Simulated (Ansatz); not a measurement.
WC and its competing phases

These are results of Ansatz 0.2.0, DFT PBE, scalar-relativistic, plane waves, PAW, not measurements. All cells share a 420 eV cutoff and Γ-centred k meshes spaced at most about 0.3 Å⁻¹ (about 0.25 or finer for metals, 2π included). No spin polarisation.

The zero of energy is the elements' standard structures at the same level; no fitted shifts are applied.

Temperature and zero-point effects are left out. Spin–orbit coupling, which can matter for W, is left out. The reference form of C is held partly by dispersion forces, which this level lacks.

The competitors are the elements and 1 reference phase of this chemical system (from databases or known types: WC), relaxed at the same level; other known phases may be missing.

The candidate was reached from: 6-connected net, two elements alternating.

```xyz
8
Lattice="2.9754 0.0000 0.0000 -1.4877 2.5768 0.0000 0.0000 0.0000 11.0316" Properties=species:S:1:pos:R:3 pbc="T T T"
W     1.4877    0.8589    9.6840
W     0.0000    1.7179    1.3475
W     0.0000    1.7179    4.1682
W     1.4877    0.8589    6.8633
C     0.0000    0.0000    0.0000
C     0.0000    0.0000    5.5158
C     1.4877    0.8589    2.7579
C     0.0000    1.7179    8.2737
```

Question: Is it stable, and against what?

Answer: Not the lowest form: another structure of the same formula lies lower. Its formation energy is 0.181 eV/atom. The lowest competing phase at this composition is this:

```json
{"phase": "WC", "space group": "P-6m2 (No. 187)", "source": "Materials Project", "share of atoms": "1.0000", "ΔE_f (eV/atom)": "-0.145"}
```

The candidate lies 0.33 eV/atom above this phase. The candidate matches no cell in the subsets of the Crystallography Open Database and the Materials Project at hand. The margin is far too high for a likely synthesis.
